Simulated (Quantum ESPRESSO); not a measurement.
Write the native input for Quantum ESPRESSO 7.5 that does the following.

| Item | Value |
| --- | --- |
| Task | single point |
| Functional | B86bPBE |
| Potentials or basis | PseudoDojo 0.4.1 SR PBE standard |
| Cutoff | 1197 eV |
| Density cutoff | 4789 eV |
| k mesh | 9 × 9 × 9 |
| Occupations | fermi-dirac, width 0.2 eV |
| Spin | no spin polarisation |
| Mixing beta | 0.5 |
| Most SCF iterations | 120 |
| SCF threshold | 4e-10 Ry |

Crystal: NaH.

```
Na H
1.0
     2.95512    0.00000    0.00000
     0.00000    2.95512    0.00000
     0.00000    0.00000    2.95512
Na H
1 1
Direct
  0.00838 0.00616 0.98665
  0.49162 0.49384 0.51335
```

The cell comes from a database or a generator and needn't be the stable form of this composition.

The input as run:

pw.in

```
&CONTROL
  calculation = 'scf'
  prefix = 'pwscf'
  outdir = './tmp'
  pseudo_dir = './pseudo'
  tprnfor = .true.
  tstress = .true.
  disk_io = 'nowf'
/
&SYSTEM
  ibrav = 0
  nat = 2
  ntyp = 2
  ecutwfc = 88
  nbnd = 10
  input_dft = 'b86bpbe'
  occupations = 'smearing'
  smearing = 'fd'
  degauss = 0.01469973
/
&ELECTRONS
  conv_thr = 4d-10
  electron_maxstep = 120
  mixing_beta = 0.5
/
ATOMIC_SPECIES
Na    22.9898 Na.upf
H      1.0080 H.upf
CELL_PARAMETERS bohr
   5.5843750243    0.0000000000    0.0000000000
   0.0000000000    5.5843750243    0.0000000000
   0.0000000000    0.0000000000    5.5843750243
ATOMIC_POSITIONS bohr
Na     0.0467762330    0.0344136552    5.5098408735
H      2.7454112792    2.7577738569    2.8667216630
K_POINTS automatic
9 9 9 0 0 0
```

Potentials or basis: PseudoDojo 0.4.1 SR PBE standard.

Command:

```sh
$ OMP_NUM_THREADS=1 pw.x -in pw.in > pw.out
```

It gave:

* Pressure: 0.5 GPa
* Largest force: 0.042 eV/Å
* Band gap on the k mesh: 1.58 eV, indirect (least direct gap 4.86 eV)

Caveat: the potentials were made for another functional, which shifts forces and pressure; an odd mesh through Γ misses points on the zone boundary, where band edges often lie.

Run time: 41 s on 1 thread of Intel(R) Xeon(R) 6975P-C (Granite Rapids), with other jobs on the host, peak memory 0.18 GiB.
